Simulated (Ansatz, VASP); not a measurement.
One calculation of CdS, two programs

INCAR

```
SYSTEM = CdS
PREC = Accurate ; ENCUT = 520
EDIFF = 1E-6 ; ISMEAR = 0
SIGMA = 0.05 ; LREAL = .False.
LASPH = .True. ; NELM = 80
ALGO = Normal ; ISIF = 2
LWAVE = .False. ; LCHARG = .False.
GGA = PE ; NBANDS = 16
```

Contents of KPOINTS:

```
regular mesh
0
Gamma
  10 10 10
  0 0 0
```

POSCAR

```
CdS
1.0
    0.0000000000      2.5421191524      3.8131787286
    2.5421191524      0.0000000000      3.8131787286
    2.5421191524      2.5421191524      0.0000000000
Cd S
1 1
Direct
    0.0000000000      0.0000000000      0.0000000000
    0.7500000000      0.7500000000      0.7500000000
```

Input for Ansatz:

```yaml
crystal:
  lattice:
    - [0.0, 2.5421191524, 3.8131787286]
    - [2.5421191524, 0.0, 3.8131787286]
    - [2.5421191524, 2.5421191524, 0.0]
  atoms:
    - { symbol: Cd, position: [0.0, 0.0, 0.0] }
    - { symbol: S, position: [0.75, 0.75, 0.75] }
basis:
  ecutwfc: 420
kpoints:
  mp_grid: { grid: [10, 10, 10] }
hamiltonian:
  xc: pbe
scf:
  occupations: { method: gaussian, width: 0.05 }
output:
  forces: true
  stress: true
  eigenvalues: true
```

Alike in both runs: task single point; functional PBE; k mesh 10 × 10 × 10; occupations gaussian, width 0.05 eV; no spin polarisation.

|  | VASP | Ansatz |
| --- | --- | --- |
| version | VASP 6.6.1 | Ansatz 0.2.0 |
| potentials or method | VASP PAW PBE potentials, release 64 (Cd, S) | scalar-relativistic, plane waves, PAW |
| plane-wave cutoff (eV) | 520 | 420 |
| valence electrons in the cell | 18 | 26 |

|  | VASP | Ansatz | Ansatz less VASP |
| --- | --- | --- | --- |
| gap on the k mesh at the Fermi level (eV) | none | none | - |
| pressure (GPa) | -0.2 | -0.5 | -0.28 |
| largest component of the traceless stress (GPa) | 11.34 | 11.47 | +0.133 |

A gap of «none» marks a metal or a gap that the smearing closes. The two sets of potentials don't hold the same shells in valence.
